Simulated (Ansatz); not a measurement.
Input and command of a calculation in Ansatz (plane waves; scalar-relativistic PAW potentials unless the input names others):

```yaml
crystal:
  lattice:
    - [4.3666429682, 0.0, 0.0958621085]
    - [-2.1833214841, 3.413404261, -0.0479310543]
    - [0.1582530832, 0.0, 6.7225883363]
  atoms:
    - { symbol: Ge, position: [0.6408920117, 0.3544729885, 0.0562312598] }
    - { symbol: Ge, position: [0.3073753559, 0.6455270115, 0.5498163113] }
    - { symbol: Ge, position: [0.7135809769, 0.3544729885, 0.4437687402] }
    - { symbol: Ge, position: [0.3381516556, 0.6455270115, 0.9501836887] }
basis:
  ecutwfc: 420
kpoints:
  mp_grid: { grid: [12, 12, 6] }
hamiltonian:
  xc: pbe
scf:
  occupations: { method: gaussian, width: 0.1 }
  NELM: 60
  max_iter: 75
output:
  forces: true
  eigenvalues: true
  stress: true
```

```bash
ansatz run input.yaml --threads 1 --pin off --max-ram 1331MiB --backend cpu --events-out ev --progress --plain --runs-dir out
```

Task: Will this input run?

Result: The program refuses it, because of a keyword of another program (scf.NELM: not typed → 60). Without that key it is accepted.

Abridged log:
```
Error: YAML parse error: error: line 19 column 3: unknown field `NELM`, expected one of max_iter, algorithm, n_extra_bands, self_checks, convergence, lower_state_search, omitted_lower_state_checks, lower_solution_reach, mixing, occupations, eigensolver, initial_density, exx
  --> <input>:19:3
   |
17 | scf:
18 |   occupations: { method: gaussian, width: 0.1 }
19 |   NELM: 60
   |   ^ unknown field `NELM`, expected one of max_iter, algorithm, n_extra_bands, self_checks, convergence, lower_state_search, omitted_lower_state_checks, lower_solution_reach, mixing, occupations, eigensolver, initial_density, exx
20 |   max_iter: 75
21 | output:
   |
```